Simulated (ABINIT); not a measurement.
# NbAs (I4_1md) in ABINIT: single point with LDA

Aim: the single point of NbAs with LDA.

Program: ABINIT 10.8.3 (patched build). These are calculated values, not measurements. Logs are shortened: lines on timing, memory, paths and dates and some standing lists are left out, and cuts for length are marked. The log counts tension as positive stress, the text compression.

## (1) The crystal as given

It takes space group I4_1md (No. 109, tetragonal). Conventional cell: a = 3.452 Å, b = 3.452 Å, c = 11.680 Å, α = 90.00°, β = 90.00°, γ = 90.00°. Nb (site symmetry 2mm) has 6 As at 2.60 to 2.63 Å as nearest neighbours. As (site symmetry 2mm) is surrounded by 6 Nb at 2.60 to 2.63 Å.

## (2) Single point, LDA

Contents of run.abi:

```
# Pseudopotentials
pp_dirpath "./"
pseudos "Nb.upf, As.upf"

# Structure
acell 3*1.0
rprim
    -3.2613838322     3.2613838322    11.0360005678
     3.2613838322    -3.2613838322    11.0360005678
     3.2613838322     3.2613838322   -11.0360005678
ntypat 2
znucl 41 33
natom 4
typat 1 1 2 2
xcart
     0.0000000000     3.2613838322     0.0000000000
     0.0000000000     0.0000000000    16.5540008517
     0.0000000000     3.2613838322     9.1819524724
     0.0000000000     0.0000000000     3.6639521885

# Plane-wave basis
ecut 44.0

# k points
kptopt 1
ngkpt 8 8 8
nshiftk 1
shiftk 0.0 0.0 0.0

# Exchange and correlation
ixc 7

# Bands and occupations
nband 44
occopt 3
tsmear 0.05 eV

# SCF cycle
nstep 100
tolvrs 1.0e-10

# Output
iomode 3
prtwf 0
prtden 0
prteig 0
prtebands 0
```

Potentials or basis: PseudoDojo NC SR LDA v0.4 stringent.

Started as:

```bash
> mpirun --bind-to none -np 4 abinit run.abi > log 2>&1
```

run.abo:

```text
.Version 10.8.3 of ABINIT
 Symmetries : space group I4_1 m d (#109); Bravais tI (body-center tetrag.)
================================================================================
 Values of the parameters that define the memory need of the present run
     intxc =       0    ionmov =       0      iscf =       7    lmnmax =       6
     lnmax =       6     mgfft =      72  mpssoang =       3    mqgrid =    3001
     natom =       4  nloc_mem =       1    nspden =       1   nspinor =       1
    nsppol =       1      nsym =       8    n1xccc =    2501    ntypat =       2
    occopt =       3   xclevel =       1
       mpw =        6565          nfft =      373248          nkpt =          59
================================================================================
================================================================================

--------------------------------------------------------------------------------
------------- Echo of variables that govern the present computation ------------
--------------------------------------------------------------------------------
 -outvars: echo values of preprocessed input variables --------
            acell      1.0000000000E+00  1.0000000000E+00  1.0000000000E+00 Bohr
              amu      9.29063800E+01  7.49215900E+01
             ecut      4.40000000E+01 Hartree
                       outvar_i_n : Printing only first  50 k-points.
              ixc           7
                       outvar_i_n : Printing only first  50 k-points.
         kptrlatt        8    0    0      0    8    0      0    0    8
          kptrlen      5.21821413E+01
            natom           4
            nband          44
            ngfft          72      72      72
             nkpt          59
            nstep         100
             nsym           8
           ntypat           2
                       prtocc : prtvol=0, do not print more k-points.
           occopt           3
           prtden           0
        prtebands           0
           prteig           0
            prtwf           0
            rprim     -3.2613838322E+00  3.2613838322E+00  1.1036000568E+01
                       3.2613838322E+00 -3.2613838322E+00  1.1036000568E+01
                       3.2613838322E+00  3.2613838322E+00 -1.1036000568E+01
          spgroup         109
           tolvrs      1.00000000E-10
           tsmear      1.83746611E-03 Hartree
            typat      1  1  2  2
                       outvars : Printing only first  50 k-points.
           xangst      4.3394048725E-17  1.7258499988E+00  1.7836646734E-16
                      -4.0137373006E-17  4.6650724445E-17  8.7599999940E+00
                       4.3394048725E-17  1.7258499988E+00  4.8588799967E+00
                       2.8458122817E-17 -2.7016501032E-17  1.9388799987E+00
            xcart      8.2002867585E-17  3.2613838322E+00  3.3706377331E-16
                      -7.5848642394E-17  8.8157092776E-17  1.6554000852E+01
                       8.2002867585E-17  3.2613838322E+00  9.1819524724E+00
                       5.3778058182E-17 -5.1053787831E-17  3.6639521885E+00
             xred      5.0000000000E-01  2.0939664165E-17  5.0000000000E-01
                       7.5000000000E-01  7.5000000000E-01  1.8869981295E-18
                       9.1600000000E-01  4.1600000000E-01  5.0000000000E-01
                       1.6600000000E-01  1.6600000000E-01  4.1765558600E-19
            znucl       41.00000   33.00000

================================================================================

 chkinp: Checking input parameters for consistency.

================================================================================
== DATASET  1 ==================================================================

--- !DatasetInfo
iteration_state: {dtset: 1, }
dimensions: {natom: 4, nkpt: 59, mband: 44, nsppol: 1, nspinor: 1, nspden: 1, mpw: 6565, }
cutoff_energies: {ecut:  44.0, pawecutdg:  -1.0, }
electrons: {nelect:   7.20000000E+01, charge:   0.00000000E+00, occopt:   3.00000000E+00, tsmear:   1.83746611E-03, }
meta: {optdriver: 0, ionmov: 0, optcell: 0, iscf: 7, paral_kgb: 0, }
...

 Exchange-correlation functional for the present dataset will be:
  LDA: Perdew-Wang 92 LSD fit to Ceperley-Alder data - ixc=7
  J.P.Perdew and Y.Wang, PRB 45, 13244 (1992)

 Real(R)+Recip(G) space primitive vectors, cartesian coordinates (Bohr,Bohr^-1):
 R(1)= -3.2613838  3.2613838 11.0360006  G(1)=  0.0000000  0.1533092  0.0453063
 R(2)=  3.2613838 -3.2613838 11.0360006  G(2)=  0.1533092  0.0000000  0.0453063
 R(3)=  3.2613838  3.2613838-11.0360006  G(3)=  0.1533092  0.1533092  0.0000000
 Unit cell volume ucvol=  4.6954318E+02 bohr^3
 Angles (23,13,12)=  1.48353918E+02  1.48353918E+02  4.53631816E+01 degrees

 getcut: wavevector=  0.0000  0.0000  0.0000  ngfft=  72  72  72
         ecut(hartree)=     44.000   => boxcut(ratio)=   2.01668

[... 61 lines left out ...]
- [  7.5000E-01,   7.5000E-01,   1.8870E-18, Nb]
- [  9.1600E-01,   4.1600E-01,   5.0000E-01, As]
- [  1.6600E-01,   1.6600E-01,   4.1766E-19, As]
cartesian_forces: # hartree/bohr
- [ -1.32873022E-19,  -1.43391563E-18,  -5.35001450E-03, ]
- [ -1.32873022E-19,   3.00807847E-19,  -5.35001450E-03, ]
- [  4.68336779E-19,   9.02017648E-19,   5.35001450E-03, ]
- [ -2.02590735E-19,   2.31090134E-19,   5.35001450E-03, ]
force_length_stats: {min:   5.35001450E-03, max:   5.35001450E-03, mean:   5.35001450E-03, }
...

 Integrated electronic density in atomic spheres:
 ------------------------------------------------
 Atom  Sphere_radius  Integrated_density
    1        2.00000          9.41154141
    2        2.00000          9.41154141
    3        2.00000         20.46099225
    4        2.00000         20.46099225
================================================================================

 ----iterations are completed or convergence reached----

 Mean square residual over all n,k,spin=   21.906E-08; max=  11.597E-05
 reduced coordinates (array xred) for    4 atoms
       0.500000000000      0.000000000000      0.500000000000
       0.750000000000      0.750000000000      0.000000000000
       0.916000000000      0.416000000000      0.500000000000
       0.166000000000      0.166000000000      0.000000000000
 rms dE/dt=  5.9043E-02; max dE/dt=  5.9076E-02; dE/dt below (all hartree)
    1       0.059009918589      0.059009918589     -0.059009918589
    2       0.059009918589      0.059009918589     -0.059009918589
    3      -0.059075607589     -0.059075607589      0.059075607589
    4      -0.059075607589     -0.059075607589      0.059075607589

 cartesian coordinates (angstrom) at end:
    1      0.00000000000000     1.72584999883690     0.00000000000000
    2     -0.00000000000000     0.00000000000000     8.75999999404561
    3      0.00000000000000     1.72584999883690     4.85887999669222
    4      0.00000000000000    -0.00000000000000     1.93887999867701

 cartesian forces (hartree/bohr) at end:
    1     -0.00000000000000    -0.00000000000000    -0.00535001450263
    2     -0.00000000000000     0.00000000000000    -0.00535001450263
    3      0.00000000000000     0.00000000000000     0.00535001450263
    4     -0.00000000000000     0.00000000000000     0.00535001450263
 frms,max,avg= 3.0888323E-03 5.3500145E-03   0.000E+00  0.000E+00  2.976E-06 h/b

 cartesian forces (eV/Angstrom) at end:
    1     -0.00000000000000    -0.00000000000000    -0.27510880694006
    2     -0.00000000000000     0.00000000000000    -0.27510880694006
    3      0.00000000000000     0.00000000000000     0.27510880694006
    4     -0.00000000000000     0.00000000000000     0.27510880694006
 frms,max,avg= 1.5883414E-01 2.7510881E-01   0.000E+00  0.000E+00  1.530E-04 e/A
 length scales=  1.000000000000  1.000000000000  1.000000000000 bohr
              =  0.529177210544  0.529177210544  0.529177210544 angstroms
 Fermi (or HOMO) energy (hartree) =   0.45083   Average Vxc (hartree)=  -0.47093
 Eigenvalues (hartree) for nkpt=  59  k points:
 kpt#   1, nband= 44, wtk=  0.00195, kpt=  0.0000  0.0000  0.0000 (reduced coord)
  -6.31859   -6.31859   -4.25671   -4.25667   -4.25648   -4.25648   -4.25618   -4.25618
  -1.56992   -1.56887   -0.85815   -0.85815   -0.85740   -0.85733   -0.85724   -0.85722
  -0.85695   -0.85679   -0.85679   -0.85678   -0.69800   -0.69389   -0.69389   -0.68811
  -0.68811   -0.68632   -0.03661    0.04631    0.22314    0.34722    0.36775    0.36775
   0.37624    0.38909    0.39964    0.39964    0.47714    0.49820    0.53886    0.56091
   0.56091    0.58656    0.59618    0.59618
      occupation numbers for kpt#   1
   2.00000    2.00000    2.00000    2.00000    2.00000    2.00000    2.00000    2.00000
   2.00000    2.00000    2.00000    2.00000    2.00000    2.00000    2.00000    2.00000
   2.00000    2.00000    2.00000    2.00000    2.00000    2.00000    2.00000    2.00000
   2.00000    2.00000    2.00000    2.00000    2.00000    2.00000    2.00000    2.00000
   2.00000    2.00000    2.00000    2.00000    0.00000    0.00000    0.00000    0.00000
   0.00000    0.00000    0.00000    0.00000
 prteigrs : prtvol=0 or 1, do not print more k-points.

--- !EnergyTerms
iteration_state     : {dtset: 1, }
comment             : Components of total free energy in Hartree
kinetic             :  3.08443890013745E+02
hartree             :  2.54886761912034E+02
xc                  : -8.81255534413792E+01
Ewald energy        : -3.92802137319830E+02
psp_core            :  1.23661100021157E+01
local_psp           : -6.99426829963879E+02
non_local_psp       : -1.36779377969671E+02
internal            : -7.41437136766864E+02
'-kT*entropy'       : -3.30822521941030E-04
total_energy        : -7.41437467589386E+02
total_energy_eV     : -2.01755413078168E+04
band_energy         : -1.02490541962386E+02
...

 Cartesian components of stress tensor (hartree/bohr^3)
  sigma(1 1)=  5.41816508E-04  sigma(3 2)=  0.00000000E+00
  sigma(2 2)=  5.41816508E-04  sigma(3 1)=  0.00000000E+00
  sigma(3 3)=  4.82600802E-04  sigma(2 1)=  0.00000000E+00

-Cartesian components of stress tensor (GPa)         [Pressure= -1.5360E+01 GPa]
- sigma(1 1)=  1.59407920E+01  sigma(3 2)=  0.00000000E+00
- sigma(2 2)=  1.59407920E+01  sigma(3 1)=  0.00000000E+00
- sigma(3 3)=  1.41986058E+01  sigma(2 1)=  0.00000000E+00

== END DATASET(S) ==============================================================
================================================================================

 -outvars: echo values of variables after computation  --------
            acell      1.0000000000E+00  1.0000000000E+00  1.0000000000E+00 Bohr
           etotal     -7.4143746759E+02
            fcart     -1.3287302167E-19 -1.4339156287E-18 -5.3500145026E-03
                      -1.3287302167E-19  3.0080784732E-19 -5.3500145026E-03
                       4.6833677855E-19  9.0201764754E-19  5.3500145026E-03
                      -2.0259073521E-19  2.3109013379E-19  5.3500145026E-03
            rprim     -3.2613838322E+00  3.2613838322E+00  1.1036000568E+01
                       3.2613838322E+00 -3.2613838322E+00  1.1036000568E+01
                       3.2613838322E+00  3.2613838322E+00 -1.1036000568E+01
           strten      5.4181650841E-04  5.4181650841E-04  4.8260080187E-04
                       0.0000000000E+00  0.0000000000E+00  0.0000000000E+00
           xangst      4.3394048725E-17  1.7258499988E+00  1.7836646734E-16
                      -4.0137373006E-17  4.6650724445E-17  8.7599999940E+00
                       4.3394048725E-17  1.7258499988E+00  4.8588799967E+00
                       2.8458122817E-17 -2.7016501032E-17  1.9388799987E+00
             xred      5.0000000000E-01  2.0939664165E-17  5.0000000000E-01
                       7.5000000000E-01  7.5000000000E-01  1.8869981295E-18
                       9.1600000000E-01  4.1600000000E-01  5.0000000000E-01
                       1.6600000000E-01  1.6600000000E-01  4.1765558600E-19
 Calculation completed.
```

It took 5.4 min on 4 MPI ranks of Arm Neoverse V2, shared host; peak memory 0.84 GiB.

What came out:

| Quantity | Value |
| --- | --- |
| Free energy | -20175.5413 eV |
| Pressure | -15.4 GPa |
| Largest force | 0.275 eV/Å |
| Band gap on the k mesh | none (metal or under the smearing width) |
| Valence electrons inside the program's atomic spheres | Nb 9.41; As 20.46 |

Forces on the atoms (eV/Å):
```
Nb   0.000  0.000 -0.275
Nb   0.000  0.000 -0.275
As   0.000  0.000  0.275
As   0.000  0.000  0.275
```

Levels at points of the mesh, in eV from the Fermi level:
```tsv
k point	band 34	band 35	band 36	band 37	band 38	band 39
(0.00, 0.00, 0.00)	-1.68	-1.39	-1.39	0.72	1.29	2.40
(0.50, 0.00, 0.00)	-1.87	-1.41	-0.07	0.04	1.15	2.11
(0.50, 0.50, 0.00)	-2.80	-0.58	-0.58	2.39	2.39	2.69
(0.50, 0.50, 0.50)	-2.51	-0.52	-0.52	0.99	0.99	1.90
```

Caveat: so large a pressure means that the cell lies far from this level's equilibrium, or that cutoff or potentials fall short.
